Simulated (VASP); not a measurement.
# W3C2 (P-3m1) in VASP: a series of runs, part 2 of 3

VASP 6.6.1. Earlier steps stand in the parts before.

### 3 Single point, PBE

This run uses another cell than the first one, of 11.73 Å³/atom, 0.949 times its volume.

The input, INCAR:

```
  ALGO = Normal
  EDIFF = 1E-6
  ENCUT = 520
  GGA = PE
  ISIF = 2
  ISMEAR = 0
  LASPH = True
  LCHARG = False
  LREAL = False
  LWAVE = False
  NBANDS = 33
  NELM = 100
  PREC = Accurate
  SIGMA = 0.1
```

The input, KPOINTS:

```
k-points
0
Gamma
  6 6 4
```

The input, POSCAR:

```
W3C2
1.0
    3.0246279271      0.0000000000      0.0000000000
   -1.5123139636      2.6194046219      0.0000000000
    0.0000000000      0.0000000000      7.4016719701
W C
3 2
Direct
    0.0000000000      0.0000000000      0.0000000000
    0.3333333333      0.6666666667      0.6565897309
    0.6666666667      0.3333333333      0.3434102691
    0.3333333333      0.6666666667      0.1774828895
    0.6666666667      0.3333333333      0.8225171105
```

Potentials or basis: VASP PAW PBE potentials, release 64 (W_sv, C).

Run with:

```bash
$ cat potpaw_PBE.64/W_sv/POTCAR potpaw_PBE.64/C/POTCAR > POTCAR
$ mpirun -np 1 vasp_std > vasp.out
```

OUTCAR:

```text
EDIFF = 1E-6
   ENCUT = 520
   GGA = PE
   ISIF = 2
   ISMEAR = 0
   LASPH = True
   LREAL = False
   NELM = 100
   PREC = Accurate

 ion  position               nearest neighbor table
   1  0.000  0.000  0.000-   4 2.19   5 2.19   5 2.19   4 2.19   5 2.19   4 2.19   2 3.08   3 3.08
                             2 3.08   3 3.08   3 3.08   2 3.08
   2  0.333  0.667  0.657-   5 2.13   5 2.13   5 2.13   3 2.90   3 2.90   3 2.90   1 3.08   1 3.08
                             1 3.08
   3  0.667  0.333  0.343-   4 2.13   4 2.13   4 2.13   2 2.90   2 2.90   2 2.90   1 3.08   1 3.08
                             1 3.08
   4  0.333  0.667  0.177-   3 2.13   3 2.13   3 2.13   1 2.19   1 2.19   1 2.19
   5  0.667  0.333  0.823-   2 2.13   2 2.13   2 2.13   1 2.19   1 2.19   1 2.19

  LATTYP: Found a hexagonal cell.
 ALAT       =     3.0246279271
 C/A-ratio  =     2.4471347050

  Lattice vectors:

 A1 = (   3.0246279271,   0.0000000000,   0.0000000000)
 A2 = (  -1.5123139636,   2.6194046219,   0.0000000000)
 A3 = (   0.0000000000,   0.0000000000,   7.4016719701)

[... 180 lines left out ...]

 E-fermi :  11.9381     XC(G=0): -13.6126

 val. band max:       11.9323402414   @ k =   0.3333   0.0000   0.2500
 cond. band min:      11.9590952609   @ k =   0.5000   0.0000   0.5000
 fundamental gap:      0.0267550195
 Fermi energy:        11.9380573334

 k-point     1 :       0.0000    0.0000    0.0000
  band No.  band energies     occupation
      1     -63.7524      2.00000
      2     -62.5882      2.00000
      3     -62.5475      2.00000
      4     -28.1168      2.00000
      5     -27.7555      2.00000
      6     -27.7555      2.00000
[... 853 lines left out ...]
     32      16.3639      0.00000
     33      16.3639      0.00000

------------------------ aborting loop because EDIFF is reached ----------------------------------------

  FORCE on cell =-STRESS in cart. coord.  units (eV):
  Direction    XX          YY          ZZ          XY          YZ          ZX
  --------------------------------------------------------------------------------------
  -------------------------------------------------------------------------------------
  Total        0.3101744      0.3101744      0.3642759     -0.0000000      0.0000000     -0.0000000
  in kB        8.4744632      8.4744632      9.9526015     -0.0000000      0.0000000     -0.0000000
  external PRESSURE =       8.9671760 kB  Pullay stress =       0.0000000 kB

 VOLUME and BASIS-vectors are now :
 -----------------------------------------------------------------------------
  energy-cutoff  :      520.00
  volume of cell :       58.64
      direct lattice vectors                 reciprocal lattice vectors
     3.024627927  0.000000000  0.000000000     0.330619178  0.190883072  0.000000000
    -1.512313964  2.619404622  0.000000000     0.000000000  0.381766143  0.000000000
     0.000000000  0.000000000  7.401671970     0.000000000  0.000000000  0.135104609

 POSITION                                       TOTAL-FORCE (eV/Angst)
 -----------------------------------------------------------------------------------
      0.00000      0.00000      0.00000         0.000000      0.000000     -0.000000
     -0.00000      1.74627      4.85986         0.000000     -0.000000     -0.042478
      1.51231      0.87313      2.54181        -0.000000      0.000000      0.042478
     -0.00000      1.74627      1.31367        -0.000000      0.000000     -0.008540
      1.51231      0.87313      6.08800         0.000000     -0.000000      0.008540
 -----------------------------------------------------------------------------------
    total drift:                                0.000000      0.000000     -0.000000

  FREE ENERGIE OF THE ION-ELECTRON SYSTEM (eV)
  ---------------------------------------------------
  free  energy   TOTEN  =       -56.5432913792 eV

  energy  without entropy=      -56.5313565972  energy(sigma->0) =      -56.53732399
```

OSZICAR:

```text
N       E                     dE             d eps       ncg     rms          rms(c)
DAV:   1     0.559770099567E+03    0.55977E+03   -0.27407E+04  1584   0.174E+03
DAV:   2    -0.302633177853E+02   -0.59003E+03   -0.57030E+03  1689   0.532E+02
DAV:   3    -0.629199737399E+02   -0.32657E+02   -0.31596E+02  1909   0.118E+02
DAV:   4    -0.638013348859E+02   -0.88136E+00   -0.87095E+00  1854   0.182E+01
DAV:   5    -0.638185509688E+02   -0.17216E-01   -0.17191E-01  1934   0.252E+00    0.488E+01
DAV:   6    -0.568684197173E+02    0.69501E+01   -0.35527E+01  1804   0.339E+01    0.154E+01
DAV:   7    -0.566272020410E+02    0.24122E+00   -0.25865E+00  1762   0.954E+00    0.760E+00
DAV:   8    -0.566250378999E+02    0.21641E-02   -0.80892E-01  1879   0.550E+00    0.203E+00
DAV:   9    -0.565468368455E+02    0.78201E-01   -0.32960E-01  1931   0.338E+00    0.768E-01
DAV:  10    -0.565435949951E+02    0.32419E-02   -0.23570E-02  1770   0.100E+00    0.285E-01
DAV:  11    -0.565433147388E+02    0.28026E-03   -0.17142E-03  1978   0.307E-01    0.893E-02
DAV:  12    -0.565432881624E+02    0.26576E-04   -0.40055E-04  2045   0.134E-01    0.491E-02
DAV:  13    -0.565432923363E+02   -0.41739E-05   -0.54098E-05  1845   0.425E-02    0.669E-03
DAV:  14    -0.565432913792E+02    0.95705E-06   -0.48260E-06  1592   0.156E-02
   1 F= -.56543291E+02 E0= -.56537324E+02  d E =-.119348E-01
```

Run time: 38 s. Hardware: 1 thread of Intel Xeon Platinum 8488C (Sapphire Rapids), shared host; peak memory 0.2 GiB.

Results:

* Free energy: -56.5433 eV
* Pressure: 0.9 GPa
* Largest force: 0.042 eV/Å
* Band gap on the k mesh: none (metal or under the smearing width)

Forces in eV/Å, atoms in the order of the input:
```
W    0.000  0.000  0.000
W    0.000  0.000 -0.042
W    0.000  0.000  0.042
C    0.000  0.000 -0.009
C    0.000  0.000  0.009
```

Stress tensor (GPa, compression positive):
```
0.85 0.00 0.00
0.00 0.85 0.00
0.00 0.00 1.00
```

Caveat: the k mesh is coarse (spacing up to 0.40 Å⁻¹), so the values aren't converged. Spin-orbit coupling is left out, which matters for the levels of W.

### 4 Relaxation of cell and atoms, PBE

The input, INCAR:

```
ALGO = Normal
EDIFF = 1E-6
EDIFFG = -0.04
ENCUT = 600
GGA = PE
IBRION = 2
ISIF = 3
ISMEAR = 0
LASPH = T
LCHARG = F
LREAL = F
LWAVE = F
NELM = 100
NSW = 90
PREC = Accurate
SIGMA = 0.1
```

KPOINTS is that of step 3.

The input, POSCAR:

```
W3C2
1.0
    3.5791675554      0.0000000000      0.0000000000
   -1.7895837777      3.0996500274      0.0000000000
    0.0000000000      0.0000000000      5.5686033286
W C
3 2
Direct
    0.0000000000      0.0000000000      0.0000000000
    0.3333333333      0.6666666667      0.6450000000
    0.6666666667      0.3333333333      0.3550000000
    0.3333333333      0.6666666667      0.2450000000
    0.6666666667      0.3333333333      0.7550000000
```

Potentials or basis: VASP PAW PBE potentials, release 64 (W_sv, C).

Run with:

```bash
$ cat potpaw_PBE.64/W_sv/POTCAR potpaw_PBE.64/C/POTCAR > POTCAR
$ mpirun -np 1 vasp_std > vasp.out
```

OUTCAR:

```text
EDIFF = 1E-6
   EDIFFG = -0.04
   ENCUT = 600
   GGA = PE
   IBRION = 2
   ISIF = 3
   ISMEAR = 0
   LASPH = T
   LREAL = F
   NELM = 100
   NSW = 90
   PREC = Accurate

 ion  position               nearest neighbor table
   1  0.000  0.000  0.000-   4 2.48   5 2.48   5 2.48   4 2.48   5 2.48   4 2.48   2 2.86   3 2.86
                             2 2.86   3 2.86   3 2.86   2 2.86
   2  0.333  0.667  0.645-   5 2.16   5 2.16   5 2.16   4 2.23   3 2.62   3 2.62   3 2.62   1 2.86
                             1 2.86   1 2.86
   3  0.667  0.333  0.355-   4 2.16   4 2.16   4 2.16   5 2.23   2 2.62   2 2.62   2 2.62   1 2.86
                             1 2.86   1 2.86
   4  0.333  0.667  0.245-   3 2.16   3 2.16   3 2.16   2 2.23   1 2.48   1 2.48   1 2.48
   5  0.667  0.333  0.755-   2 2.16   2 2.16   2 2.16   3 2.23   1 2.48   1 2.48   1 2.48

  LATTYP: Found a hexagonal cell.
 ALAT       =     3.5791675554
 C/A-ratio  =     1.5558375635

  Lattice vectors:

 A1 = (   3.5791675554,   0.0000000000,   0.0000000000)
 A2 = (  -1.7895837777,   3.0996500274,   0.0000000000)
 A3 = (   0.0000000000,   0.0000000000,   5.5686033286)

Analysis of symmetry for initial positions (statically):
=====================================================================
 Subroutine PRICEL returns:
 Original cell was already a primitive cell.

 Routine SETGRP: Setting up the symmetry group for a
 hexagonal supercell.

 Subroutine GETGRP returns: Found 12 space group operations
 (whereof 12 operations were pure point group operations)
 out of a pool of 24 trial point group operations.

The static configuration has the point symmetry D_3d.

Analysis of symmetry for dynamics (positions and initial velocities):
=====================================================================
 Subroutine PRICEL returns:
 Original cell was already a primitive cell.

 Routine SETGRP: Setting up the symmetry group for a
 hexagonal supercell.

 Subroutine GETGRP returns: Found 12 space group operations
 (whereof 12 operations were pure point group operations)
 out of a pool of 24 trial point group operations.

[... 130 lines left out ...]
   GGA     = PE    functional components
   LHFCALC =     F    Hartree Fock is set to
   AEXX    =    0.0000 exact exchange contribution
   IVDW    =     0    specifies the selected vdW correction
   LEPSILON=     F    determine dielectric tensor
   LRPA    =     F    only Hartree local field effects (RPA)
 conjugate gradient relaxation of ions
 non-spin polarized calculation
 Gauss-broadening in eV      SIGMA  =   0.10
  energy-cutoff  :      600.00
  volume of cell :       61.78
 maximum number of plane-waves:      2091
 NGX is ok and might be reduce to    30
   NGX = 15   NGY = 15   NGZ = 23

--------------------------------------- Ionic step        1  -------------------------------------------

 number of electron      49.9999996 magnetization

 Free energy of the ion-electron system (eV)
  ---------------------------------------------------
  ext. energy  EPLUGINS =         0.00000000
  ---------------------------------------------------
  free energy    TOTEN  =       -53.70918467 eV

  energy without entropy =      -53.69969200  energy(sigma->0) =      -53.70443833

------------------------ aborting loop because EDIFF is reached ----------------------------------------

  FORCE on cell =-STRESS in cart. coord.  units (eV):
  Direction    XX          YY          ZZ          XY          YZ          ZX
  --------------------------------------------------------------------------------------
  -------------------------------------------------------------------------------------
  Total       -2.8217649     -2.8217649      4.2888109      0.0000000      0.0000000      0.0000000
  in kB      -73.1796680    -73.1796680    111.2260480      0.0000000      0.0000000      0.0000000
  external PRESSURE =     -11.7110960 kB  Pullay stress =       0.0000000 kB
[... 98 lines left out ...]
  FREE ENERGIE OF THE ION-ELECTRON SYSTEM (eV)
  ---------------------------------------------------
  free  energy   TOTEN  =       -54.0252679342 eV

  energy  without entropy=      -54.0119009034  energy(sigma->0) =      -54.01858442

[... ionic steps 4 to 43 ...]

--------------------------------------- Ionic step       44  -------------------------------------------

 number of electron      50.0000015 magnetization

------------------------ aborting loop because EDIFF is reached ----------------------------------------
[... 73 lines left out ...]
--------------------------------------- Ionic step       46  -------------------------------------------

 number of electron      50.0000014 magnetization

 Free energy of the ion-electron system (eV)
  ---------------------------------------------------
  ext. energy  EPLUGINS =         0.00000000
  ---------------------------------------------------
  free energy    TOTEN  =       -56.53140978 eV

  energy without entropy =      -56.51956831  energy(sigma->0) =      -56.52548904

 E-fermi :  11.9082     XC(G=0): -13.6035

 val. band max:       11.9028293249   @ k =   0.3333  -0.0000   0.2500
 cond. band min:      11.9234409518   @ k =   0.5000   0.0000   0.5000
 fundamental gap:      0.0206116269
 Fermi energy:        11.9082315364

 k-point     1 :       0.0000    0.0000    0.0000
  band No.  band energies     occupation
      1     -63.7805      2.00000
      2     -62.6147      2.00000
      3     -62.5738      2.00000
      4     -28.1407      2.00000
      5     -27.7833      2.00000
      6     -27.7833      2.00000
[... 813 lines left out ...]
  FREE ENERGIE OF THE ION-ELECTRON SYSTEM (eV)
  ---------------------------------------------------
  free  energy   TOTEN  =       -56.5314097809 eV

  energy  without entropy=      -56.5195683053  energy(sigma->0) =      -56.52548904

 reached required accuracy - stopping structural energy minimisation
```

OSZICAR:

```text
N       E                     dE             d eps       ncg     rms          rms(c)
DAV:   1     0.598926343082E+03    0.59893E+03   -0.30488E+04  1448   0.209E+03
[... 436 lines left out ...]
       N       E                     dE             d eps       ncg     rms          rms(c)
DAV:   1    -0.565318199383E+02   -0.67663E-03   -0.21455E-02  1460   0.125E+00    0.144E-01
DAV:   2    -0.565315365021E+02    0.28344E-03   -0.12180E-03  1646   0.259E-01    0.709E-02
DAV:   3    -0.565314534384E+02    0.83064E-04   -0.42902E-04  1848   0.139E-01    0.342E-02
DAV:   4    -0.565314089766E+02    0.44462E-04   -0.20132E-04  1830   0.891E-02    0.110E-02
DAV:   5    -0.565314096792E+02   -0.70254E-06   -0.10804E-05  1684   0.235E-02    0.908E-03
DAV:   6    -0.565314097809E+02   -0.10170E-06   -0.26833E-07   960   0.377E-03
  46 F= -.56531410E+02 E0= -.56525489E+02  d E =-.266914E-03
```

Run time: 22 min. Hardware: 1 thread of Intel Xeon Platinum 8488C (Sapphire Rapids), shared host; peak memory 0.23 GiB.

Results:

```
Free energy                            : -56.5314 eV
Relaxed volume                         : 11.75 Å³/atom
Relaxed cell                           : a = 3.027 Å, b = 3.027 Å, c = 7.404 Å, α = 90.00°, β = 90.00°, γ = 120.00°
Space group after relaxing (to 0.05 Å) : P-3m1 (No. 164)
Energy gained by relaxing              : 564.4 meV/atom
Ionic steps                            : 46
Pressure after relaxing                : -0.1 GPa
Largest force after relaxing           : 0.025 eV/Å
Band gap on the k mesh                 : none (metal or under the smearing width)
```

Forces on the atoms (eV/Å):
```
W    0.000  0.000  0.000
W    0.000  0.000  0.025
W    0.000  0.000 -0.025
C    0.000  0.000 -0.009
C    0.000  0.000  0.009
```

Step by step:
```csv
step,energy change (eV),largest force (eV/Å),pressure (GPa),volume (Å³)
1,0.0000,2.2882,-1.17,61.78
3,-0.3161,0.5103,0.89,61.06
5,-0.3526,0.1779,-1.97,61.65
7,-0.3572,0.1800,0.33,61.21
9,-0.3607,0.1518,0.16,61.29
11,-0.3722,0.1841,-2.67,61.75
13,-0.6902,0.7268,-14.01,63.77
15,-0.9141,0.6482,-21.04,65.24
17,-0.9189,0.6195,-21.81,65.44
19,-0.9192,0.6182,-21.85,65.44
21,-0.9200,0.6121,-21.99,65.48
23,-0.9213,0.6580,-22.54,65.63
25,-0.9256,0.6618,-22.49,65.61
27,-0.9448,0.6799,-22.24,65.53
29,-1.0201,0.7562,-21.21,65.23
31,-1.2893,1.1122,-16.74,64.00
33,-1.6098,2.8560,9.65,59.06
35,-1.7927,2.0643,0.59,60.33
37,-2.5028,1.6457,9.14,58.10
39,-2.6495,1.2639,0.75,59.15
41,-2.7527,0.7822,-3.89,59.64
43,-2.8201,0.0648,1.42,58.51
45,-2.8220,0.0304,-0.23,58.76
46,-2.8222,0.0245,-0.08,58.74
```

Final structure:
```
W C
1.0
     3.02681    0.00000    0.00000
    -1.51340    2.62129    0.00000
     0.00000    0.00000    7.40370
W C
3 2
Direct
  0.00000 0.00000 0.00000
  0.33333 0.66667 0.65632
  0.66667 0.33333 0.34368
  0.33333 0.66667 0.17760
  0.66667 0.33333 0.82240
```

Levels at points of the mesh, in eV from the Fermi level:
| k point | band 21 | band 22 | band 23 | band 24 | band 25 | band 26 | band 27 | band 28 | band 29 | band 30 |
| --- | --- | --- | --- | --- | --- | --- | --- | --- | --- | --- |
| (0.00, 0.00, 0.00) | -3.92 | -2.31 | -2.31 | -1.92 | -0.16 | -0.16 | 0.25 | 0.25 | 0.45 | 0.86 |
| (0.50, 0.00, 0.00) | -4.35 | -3.07 | -1.02 | -0.69 | 0.11 | 1.43 | 1.57 | 1.80 | 2.42 | 3.26 |
| (0.00, 0.00, 0.50) | -3.56 | -2.40 | -2.15 | -2.15 | -0.90 | -0.90 | -0.72 | -0.72 | 1.06 | 1.73 |
| (0.50, 0.00, 0.50) | -3.95 | -3.42 | -1.60 | -1.22 | 0.02 | 0.98 | 1.61 | 2.51 | 2.60 | 3.18 |

Spin-orbit coupling is left out, which matters for the levels of W.

[end of part 2 of 3]
